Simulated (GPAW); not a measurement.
Input of a GPAW 26.7.0 run:

Contents of run.py:

```python
from ase import Atoms
from ase.dft.bandgap import bandgap
from ase.io import write
from ase.units import GPa
from gpaw import GPAW, PW

atoms = Atoms(['Sn', 'Sn', 'O', 'O'],
              cell=[[3.355005, 0.0, 0.0],
                    [0.0, 5.674104, 0.0],
                    [0.0, 0.0, 4.22197]],
              scaled_positions=[[0.5, 0.768091, 0.013144],
                                [0.0, 0.231909, 0.513144],
                                [0.5, 0.10875, 0.236857],
                                [0.0, 0.89125, 0.736857]],
              pbc=True)

calc = GPAW(mode=PW(600),
            xc='LDA',
            kpts={'size': (6, 4, 5), 'gamma': True},
            occupations={'name': 'fermi-dirac', 'width': 0.05},
            nbands=33,
            maxiter=120,
            txt='gpaw.txt')
atoms.calc = calc
energy = atoms.get_potential_energy()
forces = atoms.get_forces()
stress = atoms.get_stress()
calc.write('gs.gpw')
write('result.traj', atoms)
print(f'Energy: {energy:.6f} eV')
print('Forces (eV/A):')
print(forces.round(4))
print('Stress (GPa):', (stress / GPa).round(3))
print('Fermi level:', round(calc.get_fermi_level(), 4), 'eV')
print(f'Gap: {bandgap(calc)[0]:.4f} eV, direct: {bandgap(calc, direct=True)[0]:.4f} eV')
```

Potentials or basis: the program's PAW data sets (release 1.2.1) made for this functional, pw.

Command:

```console
$ OMP_NUM_THREADS=1 python run.py
```

(1) Predict the largest force.

(2) Estimate the pressure.

(3) Estimate the band gap on the k mesh.

Results:

(1) 0.832 eV/Å.

(2) -8.5 GPa.

(3) 1.61 eV, indirect (least direct gap 2.36 eV).

Caveat: the cutoff is short for stress and forces, so pressures can be off by a GPa or more; spin-orbit coupling is left out, which moves the levels of the heavy elements; an odd mesh through Γ misses points on the zone boundary, where band edges often lie.
